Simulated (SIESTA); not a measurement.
C:

```
CELL_PARAMETERS angstrom
2.52210 0.00000 0.00000
-1.26105 2.18420 0.00000
0.00000 0.00000 8.23710
ATOMIC_POSITIONS crystal
C 0.66667 0.33333 0.84375
C 0.33333 0.66667 0.34375
C 0.66667 0.33333 0.65625
C 0.33333 0.66667 0.15625
C 0.00000 0.00000 0.90625
C 0.00000 0.00000 0.40625
C 0.00000 0.00000 0.59375
C 0.00000 0.00000 0.09375
```

This is a hexagonal form of diamond, not graphite.

Base run:

| Property | Result |
| --- | --- |
| Program | SIESTA 5.4.2 |
| Functional | PBE |
| Potentials or basis | PseudoDojo 0.4 standard (PBE files) |
| Basis | TZP (energy shift 0.003 Ry) |
| Grid cutoff | 500 Ry |
| Energy shift | 0.003 Ry |
| k mesh | 12 × 12 × 4 |
| Occupations | fermi-dirac, width 0.05 eV |
| Spin | no spin polarisation |

Its results: band gap on the k mesh 4.54 eV, indirect (least direct gap 5.24 eV); pressure 6.5 GPa; largest force 0.330 eV/Å.

**Question.** After a change of settings the same cell gave: band gap on the k mesh 4.56 eV, indirect (least direct gap 5.28 eV); pressure 10.8 GPa; largest force 0.331 eV/Å. Which change was it?
A. basis from TZP (energy shift 0.003 Ry) to TZ (energy shift 0.002 Ry); energy shift from 0.003 Ry to 0.002 Ry
B. basis from TZP (energy shift 0.003 Ry) to DZP (energy shift 0.003 Ry)
C. basis from TZP (energy shift 0.003 Ry) to DZ (energy shift 0.005 Ry); energy shift from 0.003 Ry to 0.005 Ry
D. basis from TZP (energy shift 0.003 Ry) to DZ (energy shift 0.002 Ry); energy shift from 0.003 Ry to 0.002 Ry

**Answer.** B.

Caveats: the basis of atomic orbitals isn't converged, which shifts pressures, moduli and gaps.

Not every run made on this cell is shown here.
